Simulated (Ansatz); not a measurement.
# Carbon, simple cubic under revPBE: ground state and equation of state

Aim: take carbon in the simple cubic structure, relax it, solve it on a dense k-mesh, then scale the cell to 7 volumes from 88 to 112 % of the relaxed one and try a fit of the equation of state. Spin polarisation is left out. The k-meshes are 16×16×16 for the relaxation; 29×29×29 for the dense run; 20×20×20 for the volumes.

Method: DFT revPBE, plane waves (420 eV) with PAW, scalar-relativistic; the PAW data stem from PBE, with regenerated cores, in Ansatz 0.2.0.

## 1. The starting structure

Symmetry: Pm-3m, No. 221, cubic system. The conventional cell has a = 1.926 Å, b = 1.926 Å, c = 1.926 Å, α = 90.00°, β = 90.00°, γ = 90.00°. C (site symmetry m-3m) is surrounded by 6 C at 1.93 Å.

Coordinates:

```
CELL_PARAMETERS angstrom
1.92608 0.00000 0.00000
0.00000 1.92608 0.00000
0.00000 0.00000 1.92608
ATOMIC_POSITIONS crystal
C 0.00000 0.00000 0.00000
```

## 2. Geometry optimisation

Contents of input.yaml:

```yaml
crystal:
  lattice:
    - [1.9260827495, 0.0, 0.0]
    - [0.0, 1.9260827495, 0.0]
    - [0.0, 0.0, 1.9260827495]
  atoms:
    - { symbol: C, position: [0.0, 0.0, 0.0] }
hamiltonian:
  xc: revpbe
  pseudopotentials:
    kind: paw
    azcp:
      C: "pseudopotentials/C.paw.azcp"
basis:
  ecutwfc: 420
  fft_grid_basis: typed
kpoints:
  mp_grid: { grid: [16, 16, 16], shift: [0, 0, 0] }
magnetization:
  spin_polarized: false
scf:
  occupations: { method: fermi_dirac, width: 0.1 }
relax:
  max_steps: 60
  f_tol: 0.01
  cell: {}
output:
  write_density: true
  write_potential: true
  elf: true
  volumetric_format: npy
```

Launch:

```sh
> ansatz run input.yaml --threads 2 --pin off --max-ram 5120MiB --backend cpu --events-out ev --progress --plain --runs-dir out
```

Log:

```text
Warning: RAYON_NUM_THREADS=2 ignored (pool sized by the plan → 2); use --threads N
Engine: ansatz 0.2.0, x86_64-unknown-linux-gnu
Pseudopotentials: kind: paw
Pseudopotential: C, paw, valence charge 4, recommended cutoff 420 eV (normal), <dir>
Functional definition: revPBE
  parameter kappa = 1.245
  parameter beta = 0.06672455060314922
  exchange = pbe_x(kappa = kappa, mu = beta*pi^2/3)
  correlation = pbe_c(beta = beta)
Crystal: 1 atoms, lattice volume = 7.145 Å³
Basis set: ecut = 420 eV, 147 PW (Γ), exchange–correlation on 30×30×30 points (8 copies of the dense FFT grid, shifted against one another)
Bands: 6, of which v1, the nominal top of the filled ones, is band 2 counted from 1 (1 counted from 0)
Symmetry: 48 space group operations
Space group: Pm-3m (ITA 221), of the structure as read, at distance tolerance 1.9e-5 Å
k-points: 165 of 4096
Non-local potential: C, projectors of the file, l = 0: 2, l = 1: 2, l = 2: 1
PAW form: soft (Blöchl's): semilocal exchange-correlation on the pseudo side does not see the compensation charge
PAW frozen core: C, regenerated for the run's functional, and the local potential with it (the file was generated under x = pbe(κ = 0.804, μ = 0.2195149727645171), c = pbe(β = 0.06672455060314922))
PAW one-centre angular grid: C, 110 points (default); XC on 64 Gauss nodes
Initial density: superposition of atomic densities (neutral atoms: chi_scale 0, normalization atom), corrected by the library's trained network
Initial wavefunctions: pseudopotential atomic-orbital guess
Functional: x = revpbe(κ = 1.245, μ = 0.2195149727645171), c = pbe(β = 0.06672455060314922)
SCF iter   1: F=—  HF=-248.826365 eV  |F-HF|=—  |Δ(HF+E_count)|=         —  Δρ=4.13e-3  dr2=2.76e-4  ethr=1.77e-3  ⟨swp⟩=5.0  Hψ=7713  notcnv=0
preconditioner: auto → none  [metal: Δε(μ)=0.148 eV  Ē_g=21.848 eV  σ=0.100 eV  W_gap=0.33  n_scr=0 (ndim 8)  ℏωp=27.8 eV  f_vac=0.000  D(μ)=0.40/eV (n_scr^D=0)]
SCF iter   2: F=—  HF=-248.826769 eV  |F-HF|=—  |Δ(HF+E_count)|=   4.04e-4  Δρ=2.20e-3  dr2=8.43e-5  ethr=6.89e-6  ⟨swp⟩=1.8  Hψ=2470  notcnv=0
SCF iter   3: F=—  HF=-248.826987 eV  |F-HF|=—  |Δ(HF+E_count)|=   2.17e-4  Δρ=1.96e-4  dr2=1.85e-6  ethr=2.11e-6  ⟨swp⟩=2.1  Hψ=1320  notcnv=0
SCF iter   4: F=—  HF=-248.826986 eV  |F-HF|=—  |Δ(HF+E_count)|=   5.95e-7  Δρ=8.02e-5  dr2=2.87e-7  ethr=4.63e-8  ⟨swp⟩=1.1  Hψ=1006  notcnv=0
iter 5 did not close the SCF: its close was put off for the readings that it lacked (scf_convergence_deferred on its scf_iter line)
SCF iter   5: F=-248.826986 eV  HF=-248.826986 eV  |F-HF|=1.47e-9  |Δ(HF+E_count)|=   6.19e-8  Δρ=1.36e-5  dr2=1.01e-8  ethr=7.19e-9  ⟨swp⟩=2.3  Hψ=1283  notcnv=0
SCF iter   6: F=-248.826986 eV  HF=-248.826986 eV  |F-HF|=4.72e-11  |Δ(HF+E_count)|=  2.10e-10  Δρ=2.89e-6  dr2=4.91e-10  ethr=2.53e-10  ⟨swp⟩=3.6  Hψ=3631  notcnv=0
SCF 1 converged in 6 iterations: F = -248.826986 eV  dr2 = 4.91e-10
relax step   1: F+E_penalty+E_count = -248.82698591 eV  Δ(F+E_penalty+E_count) = +0.000e0 eV  max|allowed force component| = 0.000e0 eV/Å  Δτ_max = 0.0000 Å  P = -43.404 GPa  Ω = 7.145 Å³  (6 SCF iters, dr2 threshold 1.00e-7 eV, accepted)
Crystal: 1 atoms, lattice volume = 6.304 Å³
Basis set: ecut = 420 eV, 123 PW (Γ), exchange–correlation on 30×30×30 points (8 copies of the dense FFT grid, shifted against one another)
Initial density: handed on by an earlier stage of this run
Initial wavefunctions: those handed on with the density
iter 1 solved again at ethr=1.51e-4 eV; its pass at ethr=3.10e-3 eV (dr2=6.06e-3 eV) is discarded
SCF iter   1: F=—  HF=-249.019347 eV  |F-HF|=—  |Δ(HF+E_count)|=         —  Δρ=1.18e-2  dr2=6.23e-3  ethr=1.51e-4  ⟨swp⟩=1.0  Hψ=9957  notcnv=0
preconditioner: auto → none  [metal: Δε(μ)=0.025 eV  Ē_g=23.631 eV  σ=0.100 eV  W_gap=0.06  n_scr=0 (ndim 8)  ℏωp=29.6 eV  f_vac=0.000  D(μ)=0.46/eV (n_scr^D=6)]
SCF iter   2: F=—  HF=-249.018969 eV  |F-HF|=—  |Δ(HF+E_count)|=   3.78e-4  Δρ=4.95e-3  dr2=1.07e-3  ethr=1.51e-4  ⟨swp⟩=1.0  Hψ=990  notcnv=0
SCF iter   3: F=—  HF=-249.019204 eV  |F-HF|=—  |Δ(HF+E_count)|=   2.35e-4  Δρ=5.05e-4  dr2=6.50e-6  ethr=2.67e-5  ⟨swp⟩=2.0  Hψ=1329  notcnv=0
SCF iter   4: F=—  HF=-249.019208 eV  |F-HF|=—  |Δ(HF+E_count)|=   4.32e-6  Δρ=2.96e-5  dr2=3.00e-8  ethr=2.50e-9  ⟨swp⟩=5.1  Hψ=4143  notcnv=0
SCF iter   5: F=-249.019208 eV  HF=-249.019208 eV  |F-HF|=5.47e-10  |Δ(HF+E_count)|=   6.39e-9  Δρ=2.69e-6  dr2=1.30e-10  ethr=7.51e-10  ⟨swp⟩=3.9  Hψ=3777  notcnv=0
SCF 2 converged in 5 iterations: F = -249.019208 eV  dr2 = 1.30e-10
relax step   2: F+E_penalty+E_count = -249.01920809 eV  Δ(F+E_penalty+E_count) = -1.922e-1 eV  max|allowed force component| = 0.000e0 eV/Å  Δτ_max = 0.0000 Å  P = -27.014 GPa  Ω = 6.304 Å³  energy of the carried Pulay correction = +2.362e-3 eV  (5 SCF iters, dr2 threshold 1.00e-7 eV, accepted)
Crystal: 1 atoms, lattice volume = 5.402 Å³
Basis set: ecut = 420 eV, 93 PW (Γ), exchange–correlation on 30×30×30 points (8 copies of the dense FFT grid, shifted against one another)
iter 1 solved again at ethr=3.26e-4 eV; its pass at ethr=3.10e-3 eV (dr2=1.30e-2 eV) is discarded
SCF iter   1: F=—  HF=-249.082047 eV  |F-HF|=—  |Δ(HF+E_count)|=         —  Δρ=1.93e-2  dr2=1.33e-2  ethr=3.26e-4  ⟨swp⟩=1.0  Hψ=10015  notcnv=0
preconditioner: auto → none  [metal: Δε(μ)=0.132 eV  Ē_g=26.145 eV  σ=0.100 eV  W_gap=0.31  n_scr=0 (ndim 8)  ℏωp=32.0 eV  f_vac=0.000  D(μ)=0.20/eV (n_scr^D=0)]
SCF iter   2: F=—  HF=-249.080635 eV  |F-HF|=—  |Δ(HF+E_count)|=   1.41e-3  Δρ=8.00e-3  dr2=2.28e-3  ethr=3.26e-4  ⟨swp⟩=1.1  Hψ=1019  notcnv=0
SCF iter   3: F=—  HF=-249.080861 eV  |F-HF|=—  |Δ(HF+E_count)|=   2.25e-4  Δρ=6.64e-4  dr2=9.77e-6  ethr=5.71e-5  ⟨swp⟩=2.0  Hψ=1323  notcnv=0
SCF iter   4: F=—  HF=-249.080876 eV  |F-HF|=—  |Δ(HF+E_count)|=   1.52e-5  Δρ=6.94e-5  dr2=1.46e-7  ethr=2.44e-7  ⟨swp⟩=2.2  Hψ=1251  notcnv=0
SCF iter   5: F=-249.080876 eV  HF=-249.080876 eV  |F-HF|=5.01e-10  |Δ(HF+E_count)|=   2.80e-8  Δρ=3.98e-6  dr2=2.70e-10  ethr=2.50e-9  ⟨swp⟩=6.1  Hψ=3252  notcnv=0
SCF 3 converged in 5 iterations: F = -249.080876 eV  dr2 = 2.70e-10
relax step   3: F+E_penalty+E_count = -249.08087590 eV  Δ(F+E_penalty+E_count) = -6.167e-2 eV  max|allowed force component| = 0.000e0 eV/Å  Δτ_max = 0.0000 Å  P = +12.393 GPa  Ω = 5.402 Å³  energy of the carried Pulay correction = +5.250e-3 eV  (5 SCF iters, dr2 threshold 1.00e-7 eV, accepted)
Crystal: 1 atoms, lattice volume = 5.656 Å³
iter 1 solved again at ethr=4.03e-5 eV; its pass at ethr=3.10e-3 eV (dr2=1.61e-3 eV) is discarded
SCF iter   1: F=—  HF=-249.087049 eV  |F-HF|=—  |Δ(HF+E_count)|=         —  Δρ=6.38e-3  dr2=1.59e-3  ethr=4.03e-5  ⟨swp⟩=1.0  Hψ=9512  notcnv=0
preconditioner: auto → none  [metal: Δε(μ)=0.089 eV  Ē_g=25.387 eV  σ=0.100 eV  W_gap=0.22  n_scr=0 (ndim 8)  ℏωp=31.2 eV  f_vac=0.000  D(μ)=0.29/eV (n_scr^D=0)]
SCF iter   2: F=—  HF=-249.086947 eV  |F-HF|=—  |Δ(HF+E_count)|=   1.02e-4  Δρ=2.68e-3  dr2=2.83e-4  ethr=3.98e-5  ⟨swp⟩=1.0  Hψ=990  notcnv=0
SCF iter   3: F=—  HF=-249.086982 eV  |F-HF|=—  |Δ(HF+E_count)|=   3.46e-5  Δρ=2.23e-4  dr2=1.12e-6  ethr=7.08e-6  ⟨swp⟩=2.0  Hψ=1326  notcnv=0
SCF iter   4: F=—  HF=-249.086981 eV  |F-HF|=—  |Δ(HF+E_count)|=   2.49e-7  Δρ=1.35e-5  dr2=4.28e-9  ethr=2.50e-9  ⟨swp⟩=7.2  Hψ=3600  notcnv=0
SCF iter   5: F=-249.086981 eV  HF=-249.086981 eV  |F-HF|=9.27e-11  |Δ(HF+E_count)|=   3.81e-9  Δρ=1.16e-6  dr2=2.07e-11  ethr=1.07e-10  ⟨swp⟩=3.8  Hψ=3661  notcnv=0
SCF 4 converged in 5 iterations: F = -249.086981 eV  dr2 = 2.07e-11
relax step   4: F+E_penalty+E_count = -249.08698137 eV  Δ(F+E_penalty+E_count) = -6.105e-3 eV  max|allowed force component| = 0.000e0 eV/Å  Δτ_max = 0.0000 Å  P = -2.867 GPa  Ω = 5.656 Å³  energy of the carried Pulay correction = +4.394e-3 eV  (5 SCF iters, dr2 threshold 1.00e-7 eV, accepted)
Crystal: 1 atoms, lattice volume = 5.603 Å³
iter 1 solved again at ethr=1.56e-6 eV; its pass at ethr=3.10e-3 eV (dr2=6.23e-5 eV) is discarded
SCF iter   1: F=—  HF=-249.087652 eV  |F-HF|=—  |Δ(HF+E_count)|=         —  Δρ=1.27e-3  dr2=6.19e-5  ethr=1.56e-6  ⟨swp⟩=1.0  Hψ=8864  notcnv=0
preconditioner: auto → none  [metal: Δε(μ)=0.130 eV  Ē_g=25.537 eV  σ=0.100 eV  W_gap=0.31  n_scr=0 (ndim 8)  ℏωp=31.4 eV  f_vac=0.000  D(μ)=0.27/eV (n_scr^D=0)]
SCF iter   2: F=—  HF=-249.087645 eV  |F-HF|=—  |Δ(HF+E_count)|=   6.61e-6  Δρ=5.32e-4  dr2=1.09e-5  ethr=1.55e-6  ⟨swp⟩=1.0  Hψ=990  notcnv=0
SCF iter   3: F=-249.087646 eV  HF=-249.087646 eV  |F-HF|=6.50e-8  |Δ(HF+E_count)|=   1.24e-6  Δρ=4.44e-5  dr2=4.44e-8  ethr=2.50e-9  ⟨swp⟩=4.9  Hψ=4134  notcnv=0
SCF 5 converged in 3 iterations: F = -249.087646 eV  dr2 = 4.44e-8
relax step   5: F+E_penalty+E_count = -249.08764629 eV  Δ(F+E_penalty+E_count) = -6.649e-4 eV  max|allowed force component| = 0.000e0 eV/Å  Δτ_max = 0.0000 Å  P = -0.024 GPa  Ω = 5.603 Å³  energy of the carried Pulay correction = +4.571e-3 eV  (3 SCF iters, dr2 threshold 1.00e-7 eV, accepted)
Basis set: ecut = 420 eV, 93 PW (Γ), exchange–correlation on 24×24×24 points (8 copies of the dense FFT grid, shifted against one another)
Initial wavefunctions: pseudopotential atomic-orbital guess (no wavefunctions were taken with the density)
iter 1 solved again at ethr=1.21e-7 eV; its pass at ethr=3.10e-3 eV (dr2=4.85e-6 eV) is discarded
SCF iter   1: F=—  HF=-249.084884 eV  |F-HF|=—  |Δ(HF+E_count)|=         —  Δρ=7.71e-4  dr2=4.54e-6  ethr=1.21e-7  ⟨swp⟩=2.0  Hψ=10319  notcnv=0
preconditioner: auto → none  [metal: Δε(μ)=0.129 eV  Ē_g=25.541 eV  σ=0.100 eV  W_gap=0.31  n_scr=0 (ndim 8)  ℏωp=31.4 eV  f_vac=0.000  D(μ)=0.27/eV (n_scr^D=0)]
SCF iter   2: F=—  HF=-249.084887 eV  |F-HF|=—  |Δ(HF+E_count)|=   3.03e-6  Δρ=3.85e-4  dr2=1.05e-6  ethr=1.14e-7  ⟨swp⟩=1.8  Hψ=1190  notcnv=0
SCF iter   3: F=—  HF=-249.084891 eV  |F-HF|=—  |Δ(HF+E_count)|=   4.03e-6  Δρ=2.02e-5  dr2=4.02e-9  ethr=2.62e-8  ⟨swp⟩=2.2  Hψ=1326  notcnv=0
SCF iter   4: F=-249.084891 eV  HF=-249.084891 eV  |F-HF|=2.74e-11  |Δ(HF+E_count)|=   1.11e-8  Δρ=7.83e-7  dr2=7.25e-12  ethr=1.00e-12  ⟨swp⟩=3.5  Hψ=3648  notcnv=0
SCF 6 converged in 4 iterations: F = -249.084891 eV  dr2 = 7.25e-12
relax step   6: F+E_penalty+E_count = -249.08489119 eV  Δ(F+E_penalty+E_count) = +2.755e-3 eV  max|allowed force component| = 0.000e0 eV/Å  Δτ_max = 0.0000 Å  P = -0.314 GPa  Ω = 5.603 Å³  stress off target by 3.14e-1 GPa  SCF on the basis re-selected at this cell (its energy is not comparable with the rows above)  (4 SCF iters)
basis re-selected at this cell: Δ(F+E_penalty+E_count) = +2.755e-3 eV, ΔP = -0.290 GPa vs the last step (what re-selecting the basis moved, of the pressure what is left beyond the Pulay correction that the steps carried, after the strain that the cell walked since its last selection, with what the two solves' SCF thresholds leave and, on support functions, any second-order correction that the steps lacked; it is no measure of the basis error at this ecutwfc). The dense FFT grid was sized anew with the basis: this SCF ran on 12×12×12 points, the steps before it on 15×15×15, so part of this shift can come from that change (see relax.cell in the input reference). This SCF's stress stands 3.14e-1 GPa from its target on what of the cell is left free (relax.cell.stress_tol is 5.00e-2 GPa) and its largest allowed force component is 0.00e0 eV/Å (relax.f_tol is 1.00e-2 eV/Å): not within both, so this SCF does not close the relaxation
Crystal: 1 atoms, lattice volume = 5.597 Å³
iter 1 solved again at ethr=1.84e-8 eV; its pass at ethr=3.10e-3 eV (dr2=7.37e-7 eV) is discarded
SCF iter   1: F=—  HF=-249.084939 eV  |F-HF|=—  |Δ(HF+E_count)|=         —  Δρ=1.39e-4  dr2=7.31e-7  ethr=1.84e-8  ⟨swp⟩=1.0  Hψ=8731  notcnv=0
preconditioner: auto → none  [metal: Δε(μ)=0.133 eV  Ē_g=25.558 eV  σ=0.100 eV  W_gap=0.32  n_scr=0 (ndim 8)  ℏωp=31.4 eV  f_vac=0.000  D(μ)=0.27/eV (n_scr^D=0)]
SCF iter   2: F=—  HF=-249.084934 eV  |F-HF|=—  |Δ(HF+E_count)|=   5.42e-6  Δρ=5.72e-5  dr2=1.24e-7  ethr=1.83e-8  ⟨swp⟩=1.0  Hψ=990  notcnv=0
SCF iter   3: F=-249.084934 eV  HF=-249.084934 eV  |F-HF|=8.80e-10  |Δ(HF+E_count)|=   1.61e-8  Δρ=4.94e-6  dr2=5.94e-10  ethr=2.50e-9  ⟨swp⟩=5.9  Hψ=3168  notcnv=0
SCF 7 converged in 3 iterations: F = -249.084934 eV  dr2 = 5.94e-10
relax step   7: F+E_penalty+E_count = -249.08493395 eV  Δ(F+E_penalty+E_count) = -4.276e-5 eV  max|allowed force component| = 0.000e0 eV/Å  Δτ_max = 0.0000 Å  P = +0.002 GPa  Ω = 5.597 Å³  energy of the carried Pulay correction = +3.723e-5 eV  (3 SCF iters, dr2 threshold 1.00e-7 eV, accepted)
iter 1 solved again at ethr=3.58e-8 eV; its pass at ethr=3.10e-3 eV (dr2=1.43e-6 eV) is discarded
SCF iter   1: F=—  HF=-249.084926 eV  |F-HF|=—  |Δ(HF+E_count)|=         —  Δρ=5.80e-6  dr2=6.52e-10  ethr=3.58e-8  ⟨swp⟩=2.1  Hψ=10393  notcnv=0
SCF iter   2: F=—  HF=-249.084921 eV  |F-HF|=—  |Δ(HF+E_count)|=   4.73e-6  Δρ=3.35e-6  dr2=2.05e-10  ethr=1.63e-11  ⟨swp⟩=2.0  Hψ=1347  notcnv=0
SCF iter   3: F=—  HF=-249.084921 eV  |F-HF|=—  |Δ(HF+E_count)|=  2.68e-10  Δρ=7.13e-7  dr2=1.34e-11  ethr=5.11e-12  ⟨swp⟩=2.0  Hψ=1222  notcnv=0
SCF iter   4: F=-249.084921 eV  HF=-249.084921 eV  |F-HF|=1.71e-13  |Δ(HF+E_count)|=  2.84e-14  Δρ=3.41e-7  dr2=2.31e-12  ethr=1.00e-12  ⟨swp⟩=4.0  Hψ=2523  notcnv=0
SCF 8 converged in 4 iterations: F = -249.084921 eV  dr2 = 2.31e-12
relax step   8: F+E_penalty+E_count = -249.08492088 eV  Δ(F+E_penalty+E_count) = +1.307e-5 eV  max|allowed force component| = 0.000e0 eV/Å  Δτ_max = 0.0000 Å  P = +0.001 GPa  Ω = 5.597 Å³  stress off target by 1.07e-3 GPa  SCF on the basis re-selected at this cell (its energy is not comparable with the rows above)  (4 SCF iters)
basis re-selected at this cell: Δ(F+E_penalty+E_count) = +1.307e-5 eV, ΔP = -0.001 GPa vs the last step (what re-selecting the basis moved, of the pressure what is left beyond the Pulay correction that the steps carried, after the strain that the cell walked since its last selection, with what the two solves' SCF thresholds leave and, on support functions, any second-order correction that the steps lacked; it is no measure of the basis error at this ecutwfc). This SCF's stress stands 1.07e-3 GPa from its target on what of the cell is left free (relax.cell.stress_tol is 5.00e-2 GPa) and its largest allowed force component is 0.00e0 eV/Å (relax.f_tol is 1.00e-2 eV/Å): within both
SCF converged after 4 iterations
Free energy (F): -249.084921 eV
Harris-Foulkes:  -249.084921 eV  (|F-HF|=1.71e-13)
Internal energy: -249.075771 eV  (E = F + TS)
E sigma→0 (E₀):  -249.080346 eV
Entropy (-TS):   -0.009150 eV (-9.150 meV/atom)
Fermi energy:    14.571692 eV
--- Per-component energies (eV) ---
  E_band       = 23.290923
  E_kinetic    = 87.022220
  E_local      = -37.126645  (includes V_loc(G=0)·N_el)
  E_nonlocal   = 26.291423
  E_hartree    = 5.818561
  E_xc         = -47.775205
  E_vxc        = -59.279091  (∫ρ·V_xc dr)
  E_paw        = -99.205395  (= ΣΔE_a)
  E_vpaw       = -5.254106  (= ΣTr[D̂ρ^β])
  E_aug_tail   = 0.000004  (compensation charges beyond the density's cutoff)
  E_ewald      = -184.089067
  E_core_change = -0.011667  (= ΣΔE_core)
  E_smearing   = -0.009150  (= −TS)
  E_closure    = 0.000000  (closes the sum)
  Σ components = -249.084921   (vs F -249.084921, Δ=0.00e0)
--- Forces (eV/Å), atoms counted from 1 ---
  atom   1  C     -0.00000000    -0.00000000     0.00000000
  max |Σ_I F_I| component: 5.14e-34 eV/Å
--- Stress (GPa, compression-positive) ---
        0.001068      -0.000000      -0.000000
       -0.000000       0.001068      -0.000000
       -0.000000      -0.000000       0.001068
  P = ⅓ Tr σ = 0.0011 GPa (0.011 kbar)
--- Band table (eV; the first three rows and the last of 165) ---
  k-point 0: bands = ["-7.6065", "23.8688", "23.8688", "23.8688", "39.9151", "39.9151"]
  k-point 1: bands = ["-7.4534", "22.7431", "23.9700", "23.9700", "40.0848", "41.1226"]
  k-point 2: bands = ["-6.9945", "20.1032", "24.2692", "24.2692", "40.5932", "43.7547"]
  k-point 164: bands = ["13.5379", "13.5379", "13.5379", "22.8848", "31.9292", "31.9292"]
--- Relaxed structure (6 steps of the walk, 6 accepted, 2 SCFs on fresh bases) ---
  F+E_penalty+E_count = -249.08492088 eV   max|allowed force component| = 0.000e0 eV/Å   (the final SCF, on the basis selected at the relaxed cell)
  cell:  # Å, volume = 5.5970 Å³
    - [1.7754917653891984, 7.194150813096487e-33, -2.8728455003776267e-33]
    - [7.194150813096487e-33, 1.7754917653891984, -1.2839532962581572e-34]
    - [-3.129636159629258e-33, 0.0, 1.7754917653891984]
  atoms:
    - { symbol: C, position: [0.0, 0.0, 0.0] }
```

Run time: 2 s. Hardware: 2 threads of AMD EPYC 9R45 (Zen 5), shared host; peak memory 0.33 GiB.

The steps of the relaxation:

| step | energy change (meV/atom) | largest force (eV/Å) | pressure (GPa) | volume (Å³/atom) |
| --- | --- | --- | --- | --- |
| 1 | 0.00 | 0.0000 | -43.40 | 7.145 |
| 2 | -192.22 | 0.0000 | -27.01 | 6.304 |
| 3 | -253.89 | 0.0000 | 12.39 | 5.402 |
| 4 | -260.00 | 0.0000 | -2.87 | 5.656 |
| 5 | -260.66 | 0.0000 | -0.02 | 5.603 |
| 6 | -257.91 | 0.0000 | -0.31 | 5.603 |
| 7 | -257.95 | 0.0000 | 0.00 | 5.597 |
| 8 | -257.93 | 0.0000 | 0.00 | 5.597 |

Steps that repeat a cell are solved on a basis chosen anew, so their changes of energy are no gain of the relaxation.

Changes in the cell that was computed:

|  | before | after | change |
| --- | --- | --- | --- |
| a (Å) | 1.926 | 1.775 | -7.8 % |
| b (Å) | 1.926 | 1.775 | -7.8 % |
| c (Å) | 1.926 | 1.775 | -7.8 % |
| volume (Å³/atom) | 7.145 | 5.597 | -21.7 % |
| shortest distance (Å) | 1.926 | 1.775 | -7.8 % |
| space group (spins left aside) | Pm-3m | Pm-3m | same |

## 3. Single point on a dense mesh

Contents of input.yaml:

```yaml
crystal:
  lattice:
    - [1.7754917654, 0.0, 0.0]
    - [0.0, 1.7754917654, 0.0]
    - [0.0, 0.0, 1.7754917654]
  atoms:
    - { symbol: C, position: [0.0, 0.0, 0.0] }
hamiltonian:
  xc: revpbe
  pseudopotentials:
    kind: paw
    azcp:
      C: "pseudopotentials/C.paw.azcp"
basis:
  ecutwfc: 420
  fft_grid_basis: typed
kpoints:
  mp_grid: { grid: [29, 29, 29], shift: [0, 0, 0] }
magnetization:
  spin_polarized: false
scf:
  occupations: { method: fermi_dirac, width: 0.1 }
```

Launch:

```sh
> ansatz run input.yaml --threads 2 --pin off --max-ram 5120MiB --backend cpu --events-out ev --progress --plain --runs-dir out
```

Log (excerpt; [...] marks lines left out):

```text
Warning: RAYON_NUM_THREADS=2 ignored (pool sized by the plan → 2); use --threads N
[...]
[... 3 set-up lines as earlier in the session ...]
[...]
Crystal: 1 atoms, lattice volume = 5.597 Å³
Basis set: ecut = 420 eV, 93 PW (Γ)
Bands: 6, of which v1, the nominal top of the filled ones, is band 2 counted from 1 (1 counted from 0)
[... 1 set-up line as earlier in the session ...]
Space group: Pm-3m (ITA 221), of the structure as read, at distance tolerance 1.8e-5 Å
k-points: 680 of 24389
[...]
SCF iter   1: F=—  HF=-249.094232 eV  |F-HF|=—  |Δ(HF+E_count)|=         —  Δρ=6.26e-3  dr2=5.09e-4  ethr=1.77e-3  ⟨swp⟩=5.0  Hψ=31879  notcnv=0
[...]
SCF iter   6: F=-249.094847 eV  HF=-249.094847 eV  |F-HF|=7.08e-12  |Δ(HF+E_count)|=  1.68e-10  Δρ=7.61e-7  dr2=2.23e-11  ethr=1.85e-11  ⟨swp⟩=1.0  Hψ=11162  notcnv=0
[...]
SCF converged after 6 iterations
Free energy (F): -249.094847 eV
[...]
E sigma→0 (E₀):  -249.089937 eV
Entropy (-TS):   -0.009820 eV (-9.820 meV/atom)
Fermi energy:    14.537002 eV
[...]
```

It took 0.68 s on 2 threads of AMD EPYC 9R45 (Zen 5), shared host; peak memory 0.33 GiB.

(Part 1 of 2 ends here.)
